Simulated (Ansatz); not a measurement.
# CuO (Tenorite) (C2/c) in Ansatz: notebook

Runs on CuO (Tenorite). Level: r2SCAN+U. Tasks: relaxation of cell and atoms.

Everything below comes from runs of Ansatz 0.2.0. Logs are shortened: lines on timing, memory, paths and dates and some standing lists are left out, and cuts for length are marked.

## (1) Starting point

The structure is monoclinic, space group C2/c (No. 15). The conventional cell has a = 4.684 Å, b = 3.423 Å, c = 5.129 Å, α = 90.00°, β = 99.54°, γ = 90.00°. Cu (site symmetry -1) has 4 O at 1.95 to 1.96 Å as nearest neighbours. Around O (site symmetry 2) lie 4 Cu at 1.95 to 1.96 Å.

## (2) Relaxation of cell and atoms, r2SCAN+U

input.yaml reads:

```yaml
crystal:
  lattice:
    - [2.34185, -1.7113, 0.0]
    - [2.34185, 1.7113, 0.0]
    - [-0.8500274268, 0.0, 5.0578693947]
  atoms:
    - { symbol: Cu, position: [0.5, 0.0, 0.5] }
    - { symbol: Cu, position: [0.0, 0.5, 0.0] }
    - { symbol: O, position: [0.4184, 0.5816, 0.75] }
    - { symbol: O, position: [0.5816, 0.4184, 0.25] }
hamiltonian:
  xc: r2scan
  pseudopotentials: { kind: paw }
  hubbard: { sites: [{ species: Cu, l: d, u_eff: 4.0 }] }
kpoints:
  mp_grid: { grid: [10, 10, 5] }
scf:
  occupations: { method: fermi_dirac, width: 0.05 }
output:
  forces: true
  stress: true
  eigenvalues: true
relax:
  f_tol: 0.01
  max_steps: 40
  cell: { stress_tol: 0.05 }
```

Potentials or basis: Ansatz PAW.

Started as:

```
ansatz run input.yaml --threads 2 --pin off --max-ram 5632MiB --backend cpu --events-out ev --progress --plain --runs-dir out
```

Log:

```text
Warning: RAYON_NUM_THREADS=2 ignored (pool sized by the plan → 2); use --threads N
Cu: projections on atomic orbitals take those of the free atom [Ne] 3s2 3p6 3d10 4s1, of charge +0.00 (hamiltonian.pseudopotentials.projection_atoms); the dataset's partial waves leave at most 2.0e-6 of an orbital's norm unspanned inside its sphere
O: projections on atomic orbitals take those of the free atom [He] 2s2 2p4, of charge +0.00 (hamiltonian.pseudopotentials.projection_atoms); the dataset's partial waves leave at most 1.9e-8 of an orbital's norm unspanned inside its sphere
Engine: ansatz 0.2.0, aarch64-unknown-linux-gnu
Pseudopotentials: kind: paw
Pseudopotential: Cu, paw, valence charge 19, recommended cutoff 500 eV (meta_gga), Cu.paw.azcp
Pseudopotential: O, paw, valence charge 6, recommended cutoff 500 eV (meta_gga), O.paw.azcp
Functional definition: r2SCAN
  parameter k0 = 0.174
  parameter k1 = 0.065
  parameter a1 = 4.9479
  exchange = r2scan_x(k0 = k0, k1 = k1, a1 = a1)
  correlation = r2scan_c
Crystal: 4 atoms, lattice volume = 40.540 Å³
Basis set: ecut = 500 eV, 1031 PW (Γ), exchange–correlation on 96×96×160 points (64 copies of the dense FFT grid, shifted against one another)
Bands: 30, of which v1, the nominal top of the filled ones, is band 25 counted from 1 (24 counted from 0)
Symmetry: 4 space group operations
Space group: C2/c (ITA 15), of the structure as read, at distance tolerance 3.4e-5 Å
k-points: 141 of 500
Non-local potential: Cu, projectors of the file, l = 0: 3, l = 1: 2, l = 2: 3, l = 3: 1
Non-local potential: O, projectors of the file, l = 0: 2, l = 1: 2, l = 2: 1
PAW form: soft (Blöchl's): semilocal exchange-correlation on the pseudo side does not see the compensation charge
PAW frozen core: Cu, regenerated for the run's functional (the file was generated under x = pbe(κ = 0.804, μ = 0.2195149727645171), c = pbe(β = 0.06672455060314922))
PAW frozen core: O, regenerated for the run's functional (the file was generated under x = pbe(κ = 0.804, μ = 0.2195149727645171), c = pbe(β = 0.06672455060314922))
PAW one-centre angular grid: Cu, 590 points (default); XC on 160 Gauss nodes
PAW one-centre angular grid: O, 302 points (default); XC on 160 Gauss nodes
Initial density: superposition of atomic densities (chi_scale 0.1, normalization cell, long waves of neutral atoms under a Hubbard term (reshape's long-wave potential 0.00 eV rms, cloud 1.98 Å wide))
Initial wavefunctions: pseudopotential atomic-orbital guess
Functional: x = r2scan, c = r2scan; τ floored in thin density (d = 2e-4 eV/Å³)
SCF iter   1: F=—  HF=-14395.001544 eV  |F-HF|=—  |Δ(HF+E_count)|=         —  Δρ=8.90e-2  dr2=1.96e0  dr2_τ=1.48e-2  ethr=3.10e-3  ⟨swp⟩=4.9  Hψ=14327  notcnv=0
preconditioner: auto → Kerker (q_TF=auto, 2.825 Å⁻¹)  [metal: Δε(μ)=0.011 eV  Ē_g=13.161 eV  σ=0.050 eV  W_gap=0.05  n_scr=20 (ndim 8)  ℏωp=34.0 eV  f_vac=0.000  D(μ)=1.87/eV (n_scr^D=20)]
SCF iter   2: F=—  HF=-14395.188358 eV  |F-HF|=—  |Δ(HF+E_count)|=   1.87e-1  Δρ=6.43e-2  dr2=7.57e-1  dr2_τ=6.42e-2  ethr=3.10e-3  ⟨swp⟩=2.7  Hψ=8880  notcnv=0
SCF iter   3: F=—  HF=-14395.190211 eV  |F-HF|=—  |Δ(HF+E_count)|=   1.85e-3  Δρ=2.59e-2  dr2=8.23e-2  dr2_τ=6.14e-3  ethr=1.51e-3  ⟨swp⟩=2.0  Hψ=7803  notcnv=0
SCF iter   4: F=—  HF=-14395.370468 eV  |F-HF|=—  |Δ(HF+E_count)|=   1.80e-1  Δρ=1.87e-2  dr2=6.33e-2  dr2_τ=2.37e-3  ethr=1.65e-4  ⟨swp⟩=2.0  Hψ=7332  notcnv=0
SCF iter   5: F=—  HF=-14395.390963 eV  |F-HF|=—  |Δ(HF+E_count)|=   2.05e-2  Δρ=2.33e-3  dr2=2.11e-3  dr2_τ=4.52e-4  ethr=1.27e-4  ⟨swp⟩=2.0  Hψ=7315  notcnv=0
SCF iter   6: F=—  HF=-14395.391500 eV  |F-HF|=—  |Δ(HF+E_count)|=   5.37e-4  Δρ=1.47e-3  dr2=3.52e-4  dr2_τ=3.82e-5  ethr=4.22e-6  ⟨swp⟩=2.0  Hψ=7056  notcnv=0
SCF iter   7: F=—  HF=-14395.391831 eV  |F-HF|=—  |Δ(HF+E_count)|=   3.31e-4  Δρ=4.68e-4  dr2=4.23e-5  dr2_τ=3.61e-6  ethr=7.03e-7  ⟨swp⟩=2.0  Hψ=7765  notcnv=0
SCF iter   8: F=—  HF=-14395.391853 eV  |F-HF|=—  |Δ(HF+E_count)|=   2.21e-5  Δρ=8.35e-5  dr2=2.85e-6  dr2_τ=1.48e-7  ethr=8.46e-8  ⟨swp⟩=2.0  Hψ=6296  notcnv=0
SCF iter   9: F=—  HF=-14395.391854 eV  |F-HF|=—  |Δ(HF+E_count)|=   7.98e-7  Δρ=2.10e-5  dr2=1.45e-7  dr2_τ=8.66e-9  ethr=5.69e-9  ⟨swp⟩=2.0  Hψ=6546  notcnv=0
SCF iter  10: F=-14395.391854 eV  HF=-14395.391854 eV  |F-HF|=3.97e-10  |Δ(HF+E_count)|=   2.55e-8  Δρ=4.07e-6  dr2=5.95e-9  dr2_τ=1.51e-10  ethr=2.00e-10  ⟨swp⟩=4.0  Hψ=13629  notcnv=0
SCF 1 converged in 10 iterations: F = -14395.391854 eV  dr2 = 5.95e-9
relax step   1: F+E_penalty+E_count = -14395.39185391 eV  Δ(F+E_penalty+E_count) = +0.000e0 eV  max|allowed force component| = 1.877e-1 eV/Å  Δτ_max = 0.0000 Å  P = +0.353 GPa  Ω = 40.540 Å³  (10 SCF iters, dr2 threshold 1.00e-7 eV, accepted)
Crystal: 4 atoms, lattice volume = 40.855 Å³
Basis set: ecut = 500 eV, 1047 PW (Γ), exchange–correlation on 96×96×160 points (64 copies of the dense FFT grid, shifted against one another)
Initial density: handed on by an earlier stage of this run
Initial wavefunctions: those handed on with the density
iter 1 solved again at ethr=1.19e-6 eV; its pass at ethr=3.10e-3 eV (dr2=5.93e-4 eV) is discarded
[... 205 lines left out ...]
SCF iter   3: F=—  HF=-14395.446122 eV  |F-HF|=—  |Δ(HF+E_count)|=   5.77e-7  Δρ=1.26e-4  dr2=2.81e-6  dr2_τ=1.54e-7  ethr=5.25e-9  ⟨swp⟩=2.0  Hψ=7773  notcnv=0
SCF iter   4: F=—  HF=-14395.446121 eV  |F-HF|=—  |Δ(HF+E_count)|=   1.07e-6  Δρ=2.75e-5  dr2=7.27e-8  dr2_τ=5.46e-8  ethr=5.25e-9  ⟨swp⟩=2.0  Hψ=6618  notcnv=0
SCF iter   5: F=—  HF=-14395.446121 eV  |F-HF|=—  |Δ(HF+E_count)|=   2.22e-7  Δρ=1.15e-5  dr2=1.33e-8  dr2_τ=4.45e-9  ethr=1.45e-10  ⟨swp⟩=2.0  Hψ=6454  notcnv=0
SCF iter   6: F=—  HF=-14395.446121 eV  |F-HF|=—  |Δ(HF+E_count)|=   1.03e-8  Δρ=3.86e-6  dr2=1.27e-9  dr2_τ=5.20e-10  ethr=2.66e-11  ⟨swp⟩=2.5  Hψ=6665  notcnv=0
SCF iter   7: F=—  HF=-14395.446121 eV  |F-HF|=—  |Δ(HF+E_count)|=   1.11e-9  Δρ=1.08e-6  dr2=1.36e-10  dr2_τ=1.99e-11  ethr=2.53e-12  ⟨swp⟩=2.1  Hψ=6423  notcnv=0
SCF iter   8: F=-14395.446121 eV  HF=-14395.446121 eV  |F-HF|=9.09e-12  |Δ(HF+E_count)|=  1.64e-11  Δρ=3.01e-7  dr2=1.13e-11  dr2_τ=2.86e-12  ethr=1.00e-12  ⟨swp⟩=4.0  Hψ=14092  notcnv=0
SCF 16 converged in 8 iterations: F = -14395.446121 eV  dr2 = 1.13e-11
relax step  16: F+E_penalty+E_count = -14395.44612091 eV  Δ(F+E_penalty+E_count) = -5.148e-4 eV  max|allowed force component| = 5.450e-5 eV/Å  Δτ_max = 0.0000 Å  P = +0.005 GPa  Ω = 43.402 Å³  stress off target by 2.93e-2 GPa  SCF on the basis re-selected at this cell (its energy is not comparable with the rows above)  (8 SCF iters)
basis re-selected at this cell: Δ(F+E_penalty+E_count) = -5.148e-4 eV, ΔP = +0.007 GPa vs the last step (what re-selecting the basis moved, of the pressure what is left beyond the Pulay correction that the steps carried, after the strain that the cell walked since its last selection, with what the two solves' SCF thresholds leave and, on support functions, any second-order correction that the steps lacked; it is no measure of the basis error at this ecutwfc). This SCF's stress stands 2.93e-2 GPa from its target on what of the cell is left free (relax.cell.stress_tol is 5.00e-2 GPa) and its largest allowed force component is 5.45e-5 eV/Å (relax.f_tol is 1.00e-2 eV/Å): within both
SCF converged after 8 iterations
Free energy (F): -14395.446121 eV
Harris-Foulkes:  -14395.446121 eV  (|F-HF|=9.09e-12)
Internal energy: -14395.425837 eV  (E = F + TS)
E sigma→0 (E₀):  -14395.435979 eV
Entropy (-TS):   -0.020284 eV (-5.071 meV/atom)
Fermi energy:    10.606357 eV
--- Per-component energies (eV) ---
  E_band       = -998.928620
  E_kinetic    = 944.779085
  E_local      = -10117.270444  (includes V_loc(G=0)·N_el)
  E_nonlocal   = 893.380954
  E_hartree    = 4398.904070
  E_xc         = -310.873849
  E_vxc        = -454.621065  (∫ρ·V_xc dr)
  E_hubbard    = 1.727460  (on-site DFT+U / exact-exchange correction)
  E_vhub       = -34.424737  (the Hubbard potential's part of the band-sum identity)
  E_paw        = -3677.977228  (= ΣΔE_a)
  E_vpaw       = -1059.055164  (= ΣTr[D̂ρ^β])
  E_aug_tail   = 0.002445  (compensation charges beyond the density's cutoff)
  E_vtau       = 30.472184  (kinetic-family band-sum trace: ∫τ·v_τ [+ j·A + Jᵃ·Aᵃ] dr)
  E_ewald      = -6527.432232
  E_core_change = -0.666098  (= ΣΔE_core)
  E_smearing   = -0.020284  (= −TS)
  E_closure    = 0.000000  (closes the sum)
  Σ components = -14395.446121   (vs F -14395.446121, Δ=0.00e0)
--- Forces (eV/Å), atoms counted from 1 ---
  atom   1  Cu     0.00000000    -0.00000000    -0.00000000
  atom   2  Cu    -0.00000000     0.00000000     0.00000000
  atom   3  O      0.00000000    -0.00005450    -0.00000000
  atom   4  O     -0.00000000     0.00005450     0.00000000
  max |Σ_I F_I| component: 2.02e-28 eV/Å
--- Stress (GPa, compression-positive) ---
       -0.028859      -0.000000       0.004695
       -0.000000       0.025584      -0.000000
        0.004698      -0.000000       0.018677
  P = ⅓ Tr σ = 0.0051 GPa (0.051 kbar)
--- Band table (eV; the first three rows and the last of 141) ---
  k-point 0: bands = ["-105.2218", "-105.2212", "-61.1574", "-61.1573", "-61.1453", "-61.1389", "-60.8609", "-60.8608", "-10.2756", "-8.9444", "2.0055", "4.6729", "4.6953", "5.6870", "5.9515", "6.1946", "6.8298", "6.9222", "6.9449", "6.9585", "7.1741", "7.1786", "7.7100", "8.0866", "11.3078", "11.3407", "12.5852", "17.5781", "18.7861", "25.0276"]
  k-point 1: bands = ["-105.2217", "-105.2212", "-61.1574", "-61.1573", "-61.1447", "-61.1395", "-60.8609", "-60.8609", "-10.1674", "-9.0959", "2.3773", "4.7259", "4.7453", "5.5248", "5.9751", "6.0709", "6.4031", "6.4061", "6.8385", "6.9134", "7.6338", "7.7588", "7.7977", "7.8105", "11.1434", "11.1727", "13.1085", "16.5631", "20.1225", "25.1490"]
  k-point 2: bands = ["-105.2214", "-105.2212", "-61.1574", "-61.1574", "-61.1431", "-61.1411", "-60.8609", "-60.8609", "-9.8688", "-9.4628", "3.3653", "4.6209", "4.8376", "4.8464", "5.9823", "5.9824", "6.0209", "6.0291", "6.8616", "6.8902", "7.4507", "7.4809", "8.3763", "8.3847", "10.8332", "10.8471", "14.1717", "15.3335", "22.1999", "24.3843"]
  k-point 140: bands = ["-105.2199", "-105.2199", "-61.1705", "-61.1696", "-61.1397", "-61.1396", "-60.8712", "-60.8707", "-8.9791", "-8.8744", "3.8987", "3.9314", "4.6065", "4.6357", "4.9246", "4.9569", "6.1255", "6.3919", "6.8795", "6.8804", "7.7935", "7.8010", "8.3683", "8.3804", "9.6849", "10.6049", "14.7091", "16.0604", "22.1998", "22.3725"]
Occupation matrices written to <dir>
--- Relaxed structure (14 steps of the walk, 13 accepted, 2 SCFs on fresh bases) ---
  F+E_penalty+E_count = -14395.44612091 eV   max|allowed force component| = 5.450e-5 eV/Å   (the final SCF, on the basis selected at the relaxed cell)
  cell:  # Å, volume = 43.4024 Å³
    - [2.0601037615552413, -2.042061600523645, 0.15593405669395674]
    - [2.0601037615552413, 2.042061600523645, 0.15593405669395674]
    - [-0.41097875885817803, 1.54436554523659e-17, 5.127421435640515]
  atoms:
    - { symbol: Cu, position: [0.5, 1.3877787807814457e-17, 0.5] }
    - { symbol: Cu, position: [2.1467203015212988e-17, 0.49999999999999994, -1.734723475976807e-18] }
    - { symbol: O, position: [0.4986671257025249, 0.5013328742974751, 0.7500000000000001] }
    - { symbol: O, position: [0.5013328742974751, 0.4986671257025249, 0.24999999999999997] }
```

Wall time 3.6 min (2 threads of Arm Neoverse V2, shared host); peak memory 0.69 GiB.

Results:

```yaml
Free_energy: -14395.4461 eV
Relaxed_volume: 10.85 Å³/atom
Relaxed_cell: a = 2.905 Å, b = 2.905 Å, c = 5.144 Å, α = 90.18°, β = 90.18°, γ = 89.33°
Space_group_after_relaxing_to_0.05_Å: Cccm (No. 66)
Energy_gained_by_relaxing: 13.6 meV/atom
Ionic_steps: 15
Pressure_after_relaxing: 0.0 GPa
Band_gap_on_the_k_mesh: none (metal or under the smearing width)
```

Step by step:
```csv
step,energy change (eV),largest force (eV/Å),volume (Å³)
1,0.0000,0.1877,40.54
2,-0.0076,0.1610,40.86
3,-0.0212,0.1266,41.32
4,-0.0315,0.0511,42.52
5,-0.0397,0.0278,42.79
6,-0.0433,0.0021,42.96
7,-0.0436,0.0013,43.02
8,-0.0437,0.0008,43.06
9,-0.0437,0.0008,43.11
10,-0.0507,0.0006,43.11
11,-0.0516,0.0180,43.61
12,-0.0536,0.0005,43.38
13,-0.0537,0.0001,43.39
14,-0.0538,0.0000,43.40
15,-0.0543,0.0001,43.40
```

Final structure:
```yaml
crystal:
  lattice:
    - [2.06010, -2.04206, 0.15593]
    - [2.06010, 2.04206, 0.15593]
    - [-0.41098, 0.00000, 5.12742]
  atoms:
    - { symbol: Cu, position: [0.50000, 0.00000, 0.50000] }
    - { symbol: Cu, position: [0.00000, 0.50000, 0.00000] }
    - { symbol: O, position: [0.49867, 0.50133, 0.75000] }
    - { symbol: O, position: [0.50133, 0.49867, 0.25000] }
```

Eigenvalues of the final occupation matrices:
| site | spin | trace | eigenvalues |
| --- | --- | --- | --- |
| site 1 | 1 | 4.73 | 0.78 0.97 0.99 0.99 1.00 |
| site 2 | 1 | 4.73 | 0.78 0.97 0.99 0.99 1.00 |

Caveat: the plane-wave basis is chosen anew once the cell has moved, so the energies of steps on either side of that aren't comparable; the run has no spin polarisation, though such a crystal can be magnetic; U without spin polarisation on a metal has little footing; the PAW data sets come from PBE, with cores solved anew for the run's functional, which leaves a small shift of forces and pressure.

## (3) Relaxation of cell and atoms, r2SCAN+U

Changes to input.yaml since step 2:

```diff
@@ -13,3 +13,3 @@
   pseudopotentials: { kind: paw }
-  hubbard: { sites: [{ species: Cu, l: d, u_eff: 4.0 }] }
+  hubbard: { sites: [{ species: Cu, l: d, u_eff: 5.0 }] }
 kpoints:
@@ -22,2 +22,6 @@
   eigenvalues: true
+  write_density: true
+  write_potential: true
+  elf: true
+  volumetric_format: npy
 relax:
```

Potentials or basis: Ansatz PAW.

Started as:

```
ansatz run input.yaml --threads 2 --pin off --max-ram 5632MiB --backend cpu --events-out ev --progress --plain --runs-dir out
```

Log:

```text
Warning: RAYON_NUM_THREADS=2 ignored (pool sized by the plan → 2); use --threads N
Cu: projections on atomic orbitals take those of the free atom [Ne] 3s2 3p6 3d10 4s1, of charge +0.00 (hamiltonian.pseudopotentials.projection_atoms); the dataset's partial waves leave at most 2.0e-6 of an orbital's norm unspanned inside its sphere
O: projections on atomic orbitals take those of the free atom [He] 2s2 2p4, of charge +0.00 (hamiltonian.pseudopotentials.projection_atoms); the dataset's partial waves leave at most 1.9e-8 of an orbital's norm unspanned inside its sphere
[... 3 set-up lines as earlier in the session ...]
[... 294 lines left out ...]
  k-point 2: bands = ["-105.1567", "-105.1565", "-61.0914", "-61.0914", "-61.0806", "-61.0787", "-60.8055", "-60.8055", "-9.9429", "-9.5369", "3.1522", "4.3319", "4.6496", "4.6630", "5.5762", "5.5995", "5.6746", "5.6811", "6.4113", "6.4399", "7.2019", "7.2263", "8.1809", "8.1925", "10.6609", "10.6813", "14.0726", "15.2419", "22.1201", "24.3093"]
  k-point 140: bands = ["-105.1553", "-105.1552", "-61.1045", "-61.1035", "-61.0773", "-61.0772", "-60.8158", "-60.8153", "-9.0652", "-8.9710", "3.6529", "3.6934", "4.3773", "4.4100", "4.8068", "4.8139", "5.6690", "5.9376", "6.4480", "6.4496", "7.5248", "7.5426", "8.0598", "8.0824", "9.4786", "10.4220", "14.6739", "16.0236", "22.0718", "22.3170"]
Occupation matrices written to <dir>
--- Relaxed structure (15 steps of the walk, 14 accepted, 2 SCFs on fresh bases) ---
  F+E_penalty+E_count = -14395.02138529 eV   max|allowed force component| = 6.826e-4 eV/Å   (the final SCF, on the basis selected at the relaxed cell)
  cell:  # Å, volume = 43.5373 Å³
    - [2.0691569389588897, -2.038594113746001, 0.14204024208995777]
    - [2.0691569389588897, 2.038594113746001, 0.14204024208995777]
    - [-0.44427232964793373, 1.6058971152120465e-17, 5.130192571196643]
  atoms:
    - { symbol: Cu, position: [0.5, 6.938893903907228e-18, 0.5000000000000001] }
    - { symbol: Cu, position: [-1.0625181290357943e-17, 0.5, 0.0] }
    - { symbol: O, position: [0.4945344108467782, 0.5054655891532217, 0.7500000000000001] }
    - { symbol: O, position: [0.5054655891532217, 0.4945344108467782, 0.25000000000000006] }
```

It took 3.7 min on 2 threads of Arm Neoverse V2, shared host; peak memory 0.69 GiB.

What came out:

| Quantity | Value |
| --- | --- |
| Free energy | -14395.0214 eV |
| Relaxed volume | 10.88 Å³/atom |
| Relaxed cell | a = 2.908 Å, b = 2.908 Å, c = 5.149 Å, α = 90.73°, β = 90.73°, γ = 89.01° |
| Space group after relaxing (to 0.05 Å) | C2/c (No. 15) |
| Energy gained by relaxing | 11.0 meV/atom |
| Ionic steps | 16 |
| Pressure after relaxing | 0.0 GPa |
| Band gap on the k mesh | none (metal or under the smearing width) |

The path:
```
step  energy change (eV)  largest force (eV/Å)  volume (Å³)
   1              0.0000                0.1637        40.54
   2             -0.0068                0.1427        40.90
   3             -0.0204                0.0610        41.69
   4             -0.0257                0.0142        42.42
   5             -0.0321                0.0076        42.67
   6             -0.0341                0.0010        42.93
   7             -0.0344                0.0012        43.05
   8             -0.0344                0.0014        43.12
   9             -0.0344                0.0007        43.11
  10             -0.0404                0.0009        43.11
  11             -0.0417                0.0026        43.29
  12             -0.0428                0.0394        43.48
  13             -0.0431                0.0013        43.52
  14             -0.0431                0.0003        43.55
  15             -0.0431                0.0006        43.54
  16             -0.0438                0.0007        43.54
```

Final structure:
```
Cu O
1.0
     2.06916   -2.03859    0.14204
     2.06916    2.03859    0.14204
    -0.44427    0.00000    5.13019
Cu O
2 2
Direct
  0.50000 0.00000 0.50000
  0.00000 0.50000 0.00000
  0.49453 0.50547 0.75000
  0.50547 0.49453 0.25000
```

Eigenvalues of the final occupation matrices:
```
  site  spin  trace               eigenvalues
site 1     1   4.75  0.79 0.97 0.99 0.99 1.00
site 2     1   4.75  0.79 0.97 0.99 0.99 1.00
```

Caveat: the plane-wave basis is chosen anew once the cell has moved, so the energies of steps on either side of that aren't comparable; the run has no spin polarisation, though such a crystal can be magnetic; U without spin polarisation on a metal has little footing; the PAW data sets come from PBE, with cores solved anew for the run's functional, which leaves a small shift of forces and pressure. Zero-point motion and thermal expansion aren't in these numbers.

(Continued in part 2 of 2.)
